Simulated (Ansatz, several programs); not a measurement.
BaTe in the CsCl structure, relaxed with PBE in Ansatz (plane waves, PAW): it is cubic, Pm-3m (No. 221); a = 4.245 Å in the conventional setting, 38.24 Å³ an atom. Around Ba lie 8 Te at 3.68 Å; around Te lie 8 Ba at 3.68 Å. The cell was then scaled with its shape and fractional coordinates held. The calculation is spin-unpolarised, and the structure need not be a phase that has been made.

```csv
V (Å³/atom),E (meV/atom)
35.948,15.25
38.243,0.00
39.390,3.26
40.537,12.36
```

(1) Pass a cubic E = c₀ + c₁u + c₂u² + c₃u³, with u = V − 38.529 Å³, through these points.

(2) Where is the minimum, and what bulk modulus follows?

(3) Predict the energy and the pressure at the withheld volume, 37.095 Å³.

## Answers

(1) c₀ = 0.21, c₁ = +1.460, c₂ = 2.522, c₃ = -0.1170 (meV and Å³).

(2) dE/du = 0 at u = -0.284, so V₀ = 38.25 Å³. B = V₀ d²E/dV² = 38.25 × (2c₂ + 6c₃u) = 38.25 × 5.242 = 200 meV/Å³, and 1 meV/Å³ is 0.16022 GPa: 32 GPa. A third-order Birch-Murnaghan fit to all five points gives 38.24 Å³ and 32 GPa.

(3) With u = -1.434: E ≈ 3.65 meV and P = −dE/dV ≈ +1.04 GPa. The run gives 3.60 meV and, from its stress, +1.03 GPa.
